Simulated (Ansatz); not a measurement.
The system is InP.

```
CELL_PARAMETERS angstrom
0.00000 2.93050 2.93050
2.93050 0.00000 2.93050
2.93050 2.93050 0.00000
ATOMIC_POSITIONS crystal
In 0.00000 0.00000 0.00000
P 0.75000 0.75000 0.75000
```

| Property | Result |
| --- | --- |
| Program | Ansatz 0.2.0 |
| Task | relaxation of cell and atoms |
| Functional | BLYP |
| Dispersion | D4 |
| Potentials or basis | all-electron LAPW, scalar-relativistic |
| Basis error allowed | 0.001 eV/atom |
| k mesh | 8 × 8 × 8 |
| Occupations | fermi-dirac, width 0.05 eV |
| Spin | no spin polarisation |

At the start: volume 25.17 Å³/atom.

Where does the relaxation end?

Over 4 steps the energy falls by 6.0 meV/atom and the volume is 26.06 Å³/atom (+3.5 %); space group F-43m (No. 216, to 0.05 Å).

The path:
```tsv
step	energy change (eV)	largest force (eV/Å)	volume (Å³)
1	0.0000	0.0000	50.33
2	-0.0119	0.0000	52.26
3	-0.0120	0.0000	52.11
4	-0.0120	0.0000	52.11
```

Final structure:
```yaml
crystal:
  lattice:
    - [0.00000, 2.96462, 2.96462]
    - [2.96462, 0.00000, 2.96462]
    - [2.96462, 2.96462, 0.00000]
  atoms:
    - { symbol: In, position: [0.00000, 0.00000, 0.00000] }
    - { symbol: P, position: [0.75000, 0.75000, 0.75000] }
```
